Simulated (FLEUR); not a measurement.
**SnO2 (Cassiterite) under changes of volume**

One of the cells (11.922 Å³/atom); the others are scaled copies at fixed shape and fractional positions:

```
Sn O
1.0
     4.73800    0.00000    0.00000
     0.00000    4.73800    0.00000
     0.00000    0.00000    3.18650
Sn O
2 4
Direct
  0.50000 0.50000 0.50000
  0.00000 0.00000 0.00000
  0.80710 0.19290 0.50000
  0.69290 0.69290 0.00000
  0.19290 0.80710 0.50000
  0.30710 0.30710 0.00000
```

```yaml
Program: FLEUR MaX-R8.1 (later development tree)
Functional: PBE
Potentials_or_basis: all-electron
Basis: FLAPW
Kmax: 4.93 1/bohr
k_mesh: 6 × 6 × 8
Occupations: fermi-dirac, width 0.05 eV
Spin: no spin polarisation
```

```csv
volume (Å³/atom),energy over the lowest point (meV/atom),gap on the mesh (eV)
11.207,105.99,2.03
11.445,69.50,1.77
11.684,41.71,1.52
11.922,21.46,1.28
12.161,?,?
12.399,1.33,0.84
12.637,0.00,0.63
```

**Question.** What does the run at 12.161 Å³/atom give?

**Answer.** Energy over the lowest point 8.43 meV/atom; gap on the mesh 1.05 eV.

Worked out: A Birch-Murnaghan fit of order 3 (a polynomial in V^(-2/3)) to the other rows has its minimum at 12.58 Å³/atom with B0 = V·E''(V) = 184 GPa and B' = 4.5 at fixed shape and positions, which overstates the stiffness. It gives 8.27 meV/atom at 12.161 Å³/atom, against the run's 8.43. A straight line through the other rows of the gap, of slope -11.6 eV per unit of ln V (its deformation potential), gives 1.06 eV, against the run's 1.05.

Energies are extrapolated to zero smearing.

Caveats: spin-orbit coupling is left out, which moves the levels of the heavy elements.
